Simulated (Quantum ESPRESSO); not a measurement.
A run of Quantum ESPRESSO 7.5:

File pw.in:

```
&CONTROL
  calculation = 'scf'
  prefix = 'pwscf'
  outdir = './tmp'
  pseudo_dir = './pseudo'
  tprnfor = .true.
  tstress = .true.
  disk_io = 'low'
/
&SYSTEM
  ibrav = 0
  celldm(1) = 8
  nat = 3
  ntyp = 2
  ecutwfc = 45
  ecutrho = 360
  nbnd = 21
  occupations = 'smearing'
  smearing = 'fd'
  degauss = 0.00367493
/
&ELECTRONS
  conv_thr = 6d-10
  electron_maxstep = 120
  mixing_beta = 0.5
/
ATOMIC_SPECIES
Pt   195.0840 pt_pbesol_v1.4.uspp.F.UPF
S     32.0600 s_pbesol_v1.4.uspp.F.UPF
CELL_PARAMETERS alat
  0.8369597005968   0.0000000000000   0.0000000000000
 -0.4184798502984   0.7248283626632   0.0000000000000
  0.0000000000000   0.0000000000000   1.1902439995955
ATOMIC_POSITIONS crystal
Pt     0.0000000000    0.0000000000    0.0000000000
S      0.6666666667    0.3333333333    0.7730000000
S      0.3333333333    0.6666666667    0.2270000000
K_POINTS automatic
4 4 2 0 0 1
```

Contents of relax.in:

```
&CONTROL
  calculation = 'vc-relax'
  prefix = 'pwscf'
  outdir = './tmp'
  pseudo_dir = './pseudo'
  tprnfor = .true.
  tstress = .true.
  disk_io = 'low'
  nstep = 40
  forc_conv_thr = 0.0001
  etot_conv_thr = 1d-06
/
&SYSTEM
  ibrav = 0
  celldm(1) = 8
  nat = 3
  ntyp = 2
  ecutwfc = 45
  ecutrho = 360
  nbnd = 21
  occupations = 'smearing'
  smearing = 'fd'
  degauss = 0.00367493
/
&ELECTRONS
  conv_thr = 6d-10
  electron_maxstep = 120
  mixing_beta = 0.5
/
&IONS
  ion_dynamics = 'bfgs'
/
&CELL
  cell_dynamics = 'bfgs'
  press = 0
  press_conv_thr = 0.2
/
ATOMIC_SPECIES
Pt   195.0840 pt_pbesol_v1.4.uspp.F.UPF
S     32.0600 s_pbesol_v1.4.uspp.F.UPF
CELL_PARAMETERS alat
  0.8369597005968   0.0000000000000   0.0000000000000
 -0.4184798502984   0.7248283626632   0.0000000000000
  0.0000000000000   0.0000000000000   1.1902439995955
ATOMIC_POSITIONS crystal
Pt     0.0000000000    0.0000000000    0.0000000000
S      0.6666666667    0.3333333333    0.7730000000
S      0.3333333333    0.6666666667    0.2270000000
K_POINTS automatic
4 4 2 0 0 1
```

File gamma.in:

```
&CONTROL
  calculation = 'bands'
  prefix = 'pwscf'
  outdir = './tmp'
  pseudo_dir = './pseudo'
  disk_io = 'low'
  verbosity = 'high'
/
&SYSTEM
  ibrav = 0
  celldm(1) = 8
  nat = 3
  ntyp = 2
  ecutwfc = 45
  ecutrho = 360
  nbnd = 21
  occupations = 'smearing'
  smearing = 'fd'
  degauss = 0.00367493
/
&ELECTRONS
  conv_thr = 1d-08
  electron_maxstep = 120
  mixing_beta = 0.5
  diago_full_acc = .true.
  startingwfc = 'random'
/
ATOMIC_SPECIES
Pt   195.0840 pt_pbesol_v1.4.uspp.F.UPF
S     32.0600 s_pbesol_v1.4.uspp.F.UPF
CELL_PARAMETERS alat
  0.8454931658445  -0.0000000000068   0.0000000000000
 -0.4227465829163   0.7322185603509   0.0000000000000
  0.0000000000000   0.0000000000000   1.1090819597295
ATOMIC_POSITIONS crystal
Pt     0.0000000000    0.0000000000    0.0000000000
S      0.6666666667    0.3333333333    0.7483097305
S      0.3333333333    0.6666666667    0.2516902695
K_POINTS crystal
1
0.0 0.0 0.0 1
```

File scf2.in:

```
&CONTROL
  calculation = 'scf'
  prefix = 'pwscf'
  outdir = './tmp'
  pseudo_dir = './pseudo'
  tprnfor = .true.
  tstress = .true.
  disk_io = 'low'
/
&SYSTEM
  ibrav = 0
  celldm(1) = 8
  nat = 3
  ntyp = 2
  ecutwfc = 45
  ecutrho = 360
  nbnd = 21
  occupations = 'fixed'
/
&ELECTRONS
  conv_thr = 1d-13
  electron_maxstep = 120
  mixing_beta = 0.5
  startingpot = 'file'
/
ATOMIC_SPECIES
Pt   195.0840 pt_pbesol_v1.4.uspp.F.UPF
S     32.0600 s_pbesol_v1.4.uspp.F.UPF
CELL_PARAMETERS alat
  0.8454931658445  -0.0000000000068   0.0000000000000
 -0.4227465829163   0.7322185603509   0.0000000000000
  0.0000000000000   0.0000000000000   1.1090819597295
ATOMIC_POSITIONS crystal
Pt     0.0000000000    0.0000000000    0.0000000000
S      0.6666666667    0.3333333333    0.7483097305
S      0.3333333333    0.6666666667    0.2516902695
K_POINTS automatic
4 4 2 0 0 1
```

File ph.in:

```
phonon_bands of PtS2
&INPUTPH
  prefix = 'pwscf'
  outdir = './tmp'
  tr2_ph = 1d-18
  fildyn = 'dyn'
  niter_ph = 90
  alpha_mix(1) = 0.7
  epsil = True
  ldisp = .true.
  nq1 = 2
  nq2 = 2
  nq3 = 2
/
```

The input q2r.in:

```
&INPUT
  fildyn = 'dyn'
  zasr = 'crystal'
  flfrc = 'fc'
/
```

The input matdyn.in:

```
&INPUT
  asr = 'crystal'
  flfrc = 'fc'
  flfrq = 'freq'
  q_in_cryst_coord = .true.
  flvec = ' '
/
80
 0.0000000000  0.0000000000  0.0000000000
 0.0500000000  0.0000000000  0.0000000000
 0.1000000000  0.0000000000  0.0000000000
 0.1500000000  0.0000000000  0.0000000000
 0.2000000000  0.0000000000  0.0000000000
 0.2500000000  0.0000000000  0.0000000000
 0.3000000000  0.0000000000  0.0000000000
 0.3500000000  0.0000000000  0.0000000000
 0.4000000000  0.0000000000  0.0000000000
 0.4500000000  0.0000000000  0.0000000000
 0.5000000000  0.0000000000  0.0000000000
 0.4666666667  0.0666666667  0.0000000000
 0.4333333333  0.1333333333  0.0000000000
 0.4000000000  0.2000000000  0.0000000000
 0.3666666667  0.2666666667  0.0000000000
 0.3333333333  0.3333333333  0.0000000000
 0.3055555556  0.3055555556  0.0000000000
 0.2777777778  0.2777777778  0.0000000000
 0.2500000000  0.2500000000  0.0000000000
 0.2222222222  0.2222222222  0.0000000000
 0.1944444444  0.1944444444  0.0000000000
 0.1666666667  0.1666666667  0.0000000000
 0.1388888889  0.1388888889  0.0000000000
 0.1111111111  0.1111111111  0.0000000000
 0.0833333333  0.0833333333  0.0000000000
 0.0555555556  0.0555555556  0.0000000000
 0.0277777778  0.0277777778  0.0000000000
 0.0000000000  0.0000000000  0.0000000000
 0.0000000000  0.0000000000  0.0833333333
 0.0000000000  0.0000000000  0.1666666667
 0.0000000000  0.0000000000  0.2500000000
 0.0000000000  0.0000000000  0.3333333333
 0.0000000000  0.0000000000  0.4166666667
 0.0000000000  0.0000000000  0.5000000000
 0.0454545455  0.0000000000  0.5000000000
 0.0909090909  0.0000000000  0.5000000000
 0.1363636364  0.0000000000  0.5000000000
 0.1818181818  0.0000000000  0.5000000000
 0.2272727273  0.0000000000  0.5000000000
 0.2727272727  0.0000000000  0.5000000000
 0.3181818182  0.0000000000  0.5000000000
 0.3636363636  0.0000000000  0.5000000000
 0.4090909091  0.0000000000  0.5000000000
 0.4545454545  0.0000000000  0.5000000000
 0.5000000000  0.0000000000  0.5000000000
 0.4722222222  0.0555555556  0.5000000000
 0.4444444444  0.1111111111  0.5000000000
 0.4166666667  0.1666666667  0.5000000000
 0.3888888889  0.2222222222  0.5000000000
 0.3611111111  0.2777777778  0.5000000000
 0.3333333333  0.3333333333  0.5000000000
 0.3076923077  0.3076923077  0.5000000000
 0.2820512821  0.2820512821  0.5000000000
 0.2564102564  0.2564102564  0.5000000000
 0.2307692308  0.2307692308  0.5000000000
 0.2051282051  0.2051282051  0.5000000000
 0.1794871795  0.1794871795  0.5000000000
 0.1538461538  0.1538461538  0.5000000000
 0.1282051282  0.1282051282  0.5000000000
 0.1025641026  0.1025641026  0.5000000000
 0.0769230769  0.0769230769  0.5000000000
 0.0512820513  0.0512820513  0.5000000000
 0.0256410256  0.0256410256  0.5000000000
 0.0000000000  0.0000000000  0.5000000000
 0.5000000000  0.0000000000  0.5000000000
 0.5000000000  0.0000000000  0.4285714286
 0.5000000000  0.0000000000  0.3571428571
 0.5000000000  0.0000000000  0.2857142857
 0.5000000000  0.0000000000  0.2142857143
 0.5000000000  0.0000000000  0.1428571429
 0.5000000000  0.0000000000  0.0714285714
 0.5000000000  0.0000000000  0.0000000000
 0.3333333333  0.3333333333  0.0000000000
 0.3333333333  0.3333333333  0.0714285714
 0.3333333333  0.3333333333  0.1428571429
 0.3333333333  0.3333333333  0.2142857143
 0.3333333333  0.3333333333  0.2857142857
 0.3333333333  0.3333333333  0.3571428571
 0.3333333333  0.3333333333  0.4285714286
 0.3333333333  0.3333333333  0.5000000000
```

File matdyn_dos.in:

```
&INPUT
  asr = 'crystal'
  flfrc = 'fc'
  dos = .true.
  fldos = 'phdos'
  nk1 = 8
  nk2 = 8
  nk3 = 8
  deltaE = 1
  flvec = ' '
  flfrq = ' '
/
```

The input matdyn_mesh.in:

```
&INPUT
  asr = 'crystal'
  flfrc = 'fc'
  flfrq = 'mesh'
  q_in_cryst_coord = .true.
  flvec = ' '
/
144
 0.08333333  0.08333333  0.12500000
 0.08333333  0.08333333  0.37500000
 0.08333333  0.08333333  0.62500000
[... 141 further points of the even 6 x 6 x 4 mesh, shifted by half a step ...]
```

Potentials or basis: GBRV 1.5 PBEsol.

The run is started by

```sh
$ OMP_NUM_THREADS=1 pw.x -in pw.in > pw.out
$ OMP_NUM_THREADS=1 pw.x -in relax.in > relax.out
$ OMP_NUM_THREADS=1 pw.x -in gamma.in > gamma.out
$ OMP_NUM_THREADS=1 pw.x -in scf2.in > scf2.out
$ OMP_NUM_THREADS=1 ph.x -in ph.in > ph.out
$ OMP_NUM_THREADS=1 q2r.x -in q2r.in > q2r.out
$ OMP_NUM_THREADS=1 matdyn.x -in matdyn.in > matdyn.out
$ OMP_NUM_THREADS=1 matdyn.x -in matdyn_dos.in > matdyn_dos.out
$ OMP_NUM_THREADS=1 matdyn.x -in matdyn_mesh.in > matdyn_mesh.out
```

Hardware: 1 thread of Arm Neoverse V1 (shared host).

**Question.** Estimate the wall time of this run.

**Answer.** Run time: 18 min on 1 thread of Arm Neoverse V1, with other jobs on the host, peak memory 0.18 GiB. Counts: scf iterations 134, k pools 1, bands 21, ion steps 15, k points 5, g dense 42615.
